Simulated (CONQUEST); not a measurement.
## HgTe under changes of volume

One of the cells (32.801 Å³/atom); the others are scaled copies at fixed shape and fractional positions:

```xyz
4
Lattice="4.5270 0.0000 0.0000 0.0000 4.5270 0.0000 0.0000 0.0000 6.4021" Properties=species:S:1:pos:R:3 pbc="T T T"
Hg    0.0000    0.0000    0.0000
Hg    2.2635    2.2635    3.2011
Te    0.0000    0.0000    3.2011
Te    2.2635    2.2635    0.0000
```

Measurements of this composition are mostly on another form, of space group No. 216.

```yaml
Program: CONQUEST 1.3
Functional: LDA
Potentials_or_basis: PseudoDojo NC LDA, DZ, grid of 48 × 48 × 60 points
k_mesh: 4 × 4 × 3
Occupations: fermi-dirac, width 0.05 eV
Spin: no spin polarisation
```

```tsv
volume (Å³/atom)	energy over the lowest point (meV/atom)	pressure (GPa)
30.228	0.00	-4.7
30.871	19.73	-5.0
31.514	40.39	-5.3
32.801	86.35	-5.9
33.444	111.41	-6.4
34.087	?	?
```

Q: What does the run at 34.087 Å³/atom give?

A: Energy over the lowest point 138.00 meV/atom; pressure -6.7 GPa.

Worked out: A Birch-Murnaghan fit of order 3 (a polynomial in V^(-2/3)) to the other rows has no minimum within the range. It gives 138.11 meV/atom at 34.087 Å³/atom, against the run's 138.00, and -dE/dV = -6.8 GPa, against -6.7.

Energies are extrapolated to zero smearing.

Caveats: the atomic basis is small; the basis of atomic orbitals isn't converged, which shifts pressures, moduli and gaps; the real-space grid breaks the cell's symmetry a little.
